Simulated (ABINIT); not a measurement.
# Cu (Cmcm) in ABINIT: single point with PBEsol

Aim: the single point of Cu with PBEsol.

Program: ABINIT 10.8.3 (patched build). These are calculated values, not measurements. Logs are shortened: lines on timing, memory, paths and dates and some standing lists are left out, and cuts for length are marked. The log counts tension as positive stress, the text compression.

### 1 The undisturbed crystal

Symmetry: Cmcm, No. 63, orthorhombic system. The conventional cell has a = 2.437 Å, b = 7.953 Å, c = 2.475 Å, α = 90.00°, β = 90.00°, γ = 90.00°. Cu (site symmetry m2m) is surrounded by 10 Cu at 2.44 to 2.54 Å.

This isn't the form of Cu at room conditions, which is fcc.

### 2 Single point, PBEsol (atoms moved at random, drawn with an rms of 0.05 Å)

Input file run.abi:

```
# Pseudopotentials
pp_dirpath "./"
pseudos "Cu.GGA_PBE-JTH.xml"

# Structure
acell 7.8591335051 7.8591335051 4.6780085622
rprim
     0.2929792025    -0.9561188142     0.0000000000
     0.2929792025     0.9561188142     0.0000000000
     0.0000000000     0.0000000000     1.0000000000
ntypat 1
znucl 29
natom 2
typat 1 1
xred
     0.8711190000     0.1333070000     0.7399220000
     0.1350420000     0.8851840000     0.2469580000
chkprim 0
chksymtnons 0
tolsym 1.0e-6

# Plane-wave basis
ecut 26.0
pawecutdg 48.0
pawxcdev 0

# k points
kptopt 1
ngkpt 11 11 11
nshiftk 1
shiftk 0.0 0.0 0.0

# Exchange and correlation
ixc -116133

# Bands and occupations
nband 23
occopt 3
tsmear 0.05 eV

# SCF cycle
nstep 100
tolvrs 1.0e-9

# Output
iomode 3
prtwf 0
prteig 0
prtebands 0
enunit 1
prtden 1
prtvha 1
prtvclmb 1
prtpot 1
```

Potentials or basis: JTH PAW PBE v2.0.

On the command line:

```
abinit run.abi > log 2>&1
```

run.abo:

```text
.Version 10.8.3 of ABINIT
 Symmetries : space group P-1 (#  2); Bravais aP (primitive triclinic)
================================================================================
 Values of the parameters that define the memory need of the present run
     intxc =       0    ionmov =       0      iscf =      17    lmnmax =      18
     lnmax =       6     mgfft =      40  mpssoang =       3    mqgrid =    3001
     natom =       2  nloc_mem =       2    nspden =       1   nspinor =       1
    nsppol =       1      nsym =       2    n1xccc =       1    ntypat =       1
    occopt =       3   xclevel =       2
       mpw =        1041          nfft =       38400          nkpt =         666
 PAW method is used; the additional fine FFT grid is defined by:
   mgfftf=        50    nfftf =     75000
================================================================================
================================================================================

--------------------------------------------------------------------------------
------------- Echo of variables that govern the present computation ------------
--------------------------------------------------------------------------------
 -outvars: echo values of preprocessed input variables --------
            acell      7.8591335051E+00  7.8591335051E+00  4.6780085622E+00 Bohr
              amu      6.35460000E+01
          chkprim           0
      chksymtnons           0
             ecut      2.60000000E+01 Hartree
           enunit           1
                       outvar_i_n : Printing only first  50 k-points.
              ixc     -116133
                       outvar_i_n : Printing only first  50 k-points.
         kptrlatt       11    0    0      0   11    0      0    0   11
          kptrlen      5.06563787E+01
            natom           2
            nband          23
            ngfft          40      40      24
          ngfftdg          50      50      30
             nkpt         666
            nstep         100
             nsym           2
           ntypat           1
                       prtocc : prtvol=0, do not print more k-points.
           occopt           3
        pawecutdg      4.80000000E+01 Hartree
         pawxcdev           0
        prtebands           0
           prteig           0
           prtpot           1
         prtvclmb           1
           prtvha           1
            prtwf           0
            rprim      2.9297920250E-01 -9.5611881420E-01  0.0000000000E+00
                       2.9297920250E-01  9.5611881420E-01  0.0000000000E+00
                       0.0000000000E+00  0.0000000000E+00  1.0000000000E+00
          spgroup           2
           tolsym      1.00000000E-06
           tolvrs      1.00000000E-09
           tsmear      1.83746611E-03 Hartree
            typat      1  1
           useylm           1
                       outvars : Printing only first  50 k-points.
           xangst      1.2238566093E+00 -2.9338194106E+00  1.8316735975E+00
                       1.2431083356E+00  2.9828481514E+00  6.1134342308E-01
            xcart      2.3127538090E+00 -5.5441151889E+00  3.4613614514E+00
                       2.3491342992E+00  5.6367660813E+00  1.1552716385E+00
[... 131 lines left out ...]

 cartesian coordinates (angstrom) at end:
    1      1.22385660933639    -2.93381941057806     1.83167359751529
    2      1.24310833562336     2.98284815141235     0.61134342308403

 cartesian forces (hartree/bohr) at end:
    1      0.00011960101303     0.01451010977078     0.00101640486300
    2     -0.00011960101303    -0.01451010977078    -0.00101640486300
 frms,max,avg= 8.3982274E-03 1.4510110E-02   0.000E+00  0.000E+00  0.000E+00 h/b

 cartesian forces (eV/Angstrom) at end:
    1      0.00615013136626     0.74613984422808     0.05226563948390
    2     -0.00615013136626    -0.74613984422808    -0.05226563948390
 frms,max,avg= 4.3185421E-01 7.4613984E-01   0.000E+00  0.000E+00  0.000E+00 e/A
 length scales=  7.859133505100  7.859133505100  4.678008562200 bohr
              =  4.158874345522  4.158874345522  2.475495521846 angstroms
 Fermi (or HOMO) energy (eV) =   6.72476   Average Vxc (eV)= -12.03525
 Eigenvalues (   eV  ) for nkpt= 666  k points:
 kpt#   1, nband= 23, wtk=  0.00075, kpt=  0.0000  0.0000  0.0000 (reduced coord)
-105.55219 -105.53226  -63.15110  -63.05046  -63.01515  -63.01067  -62.98484  -62.98126
  -2.56228    1.77125    2.64990    2.93111    3.69123    4.02266    4.55710    4.64796
   5.00973    5.05088    5.36974    6.50337   11.58623   21.47092   25.51680
 prteigrs : prtvol=0 or 1, do not print more k-points.

--- !EnergyTerms
iteration_state     : {dtset: 1, }
comment             : Components of total free energy in Hartree
kinetic             :  2.19788274806087E+01
hartree             :  8.46456548588494E+01
xc                  : -5.45625376412641E+00
Ewald energy        : -2.39485497123532E+02
psp_core            :  1.74703917244627E+01
local_psp           : -2.10481463414799E+02
PAW spherical_terms : -6.43623798662901E+01
internal            : -3.95690720104827E+02
'-kT*entropy'       : -1.53850565579023E-04
total_energy        : -3.95690873955393E+02
total_energy_eV     : -1.07672972052100E+04
...

--- !EnergyTermsDC
iteration_state     : {dtset: 1, }
comment             : '"Double-counting" decomposition of free energy'
band_energy         : -4.03221062602904E+01
Ewald energy        : -2.39485497123532E+02
psp_core            :  1.74703917244627E+01
xc_dc               : -8.30316517731317E+01
PAW spherical_terms : -5.03218588536651E+01
internal            : -3.95690722286157E+02
'-kT*entropy'       : -1.53850565579023E-04
total_energy_dc     : -3.95690876136722E+02
total_energy_dc_eV  : -1.07672972645670E+04
...

--- !EnergyTermsWithPAWCore
iteration_state     : {dtset: 1, }
comment             : 'Components of total free energy, including PAW core contributions'
Total energy        : -3.30728717806639E+03
Total energy DC     : -3.30728718024772E+03
Total energy (eV)   : -8.99958688287452E+04
Total energy DC (eV): -8.99958688881022E+04
...

 Cartesian components of stress tensor (hartree/bohr^3)
  sigma(1 1)=  9.80468298E-05  sigma(3 2)= -5.70405313E-06
  sigma(2 2)= -6.36589688E-06  sigma(3 1)= -2.01668887E-07
  sigma(3 3)=  1.23940038E-05  sigma(2 1)=  1.74419913E-05

-Cartesian components of stress tensor (GPa)         [Pressure= -1.0207E+00 GPa]
- sigma(1 1)=  2.88463732E+00  sigma(3 2)= -1.67819037E-01
- sigma(2 2)= -1.87291152E-01  sigma(3 1)= -5.93330350E-03
- sigma(3 3)=  3.64644180E-01  sigma(2 1)=  5.13161101E-01

== END DATASET(S) ==============================================================
================================================================================

 -outvars: echo values of variables after computation  --------
            acell      7.8591335051E+00  7.8591335051E+00  4.6780085622E+00 Bohr
           etotal     -3.9569087614E+02
            fcart      1.1960101303E-04  1.4510109771E-02  1.0164048630E-03
                      -1.1960101303E-04 -1.4510109771E-02 -1.0164048630E-03
            rprim      2.9297920250E-01 -9.5611881420E-01  0.0000000000E+00
                       2.9297920250E-01  9.5611881420E-01  0.0000000000E+00
                       0.0000000000E+00  0.0000000000E+00  1.0000000000E+00
           strten      9.8046829754E-05 -6.3658968773E-06  1.2394003759E-05
                      -5.7040531340E-06 -2.0166888697E-07  1.7441991313E-05
           xangst      1.2238566093E+00 -2.9338194106E+00  1.8316735975E+00
                       1.2431083356E+00  2.9828481514E+00  6.1134342308E-01
             xred      8.7111900000E-01  1.3330700000E-01  7.3992200000E-01
                       1.3504200000E-01  8.8518400000E-01  2.4695800000E-01
 Calculation completed.
```

It took 21 min on 1 thread of Arm Neoverse N1, shared host; peak memory 0.54 GiB.

What came out:

```
Free energy                                           : -10767.2973 eV
Pressure                                              : -1.0 GPa
Largest force                                         : 0.748 eV/Å
Band gap on the k mesh                                : none (metal or under the smearing width)
Valence electrons inside the program's atomic spheres : Cu 17.38 (radii [1.0588] Å)
```

Forces on the atoms (eV/Å):
```
Cu   0.006  0.746  0.052
Cu  -0.006 -0.746 -0.052
```

Levels at points of the mesh, in eV from the Fermi level:
```tsv
k point	band 16	band 17	band 18	band 19	band 20	band 21	band 22	band 23
(0.00, 0.00, 0.00)	-2.08	-1.72	-1.67	-1.36	-0.22	4.86	14.75	18.79
```

Caveat: the PAW data sets were made with another functional, which shifts forces and pressure a little.
